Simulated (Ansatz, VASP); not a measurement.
## Two plane-wave programs on Te

```
Te
1.0
    -1.97444    1.97444    1.97444
     1.97444   -1.97444    1.97444
     1.97444    1.97444   -1.97444
Te
1
Direct
  0.00000 0.00000 0.00000
```

Alike in both runs: task single point; functional BLYP; k mesh 13 × 13 × 13; occupations fermi-dirac, width 0.1 eV; no spin polarisation.

```csv
,VASP,Ansatz
version,VASP 6.6.1,Ansatz 0.2.0
potentials or method,"VASP PAW PBE potentials, release 64 (Te)","plane waves (420 eV) with PAW, scalar-relativistic"
plane-wave cutoff (eV),520,420
valence electrons in the cell,6,16
```

VASP gave:

- pressure (GPa): 1.7

Task: What did Ansatz give for the same quantities?

Result: Pressure (GPa): 1.6.

With one functional, cell and mesh, what is left measures potentials, basis and numerics. The two sets of potentials don't hold the same shells in valence.

Caveats: the PAW data sets were made with another functional, which shifts forces and pressure a little (VASP). Spin-orbit coupling is left out, which matters for the levels of Te.
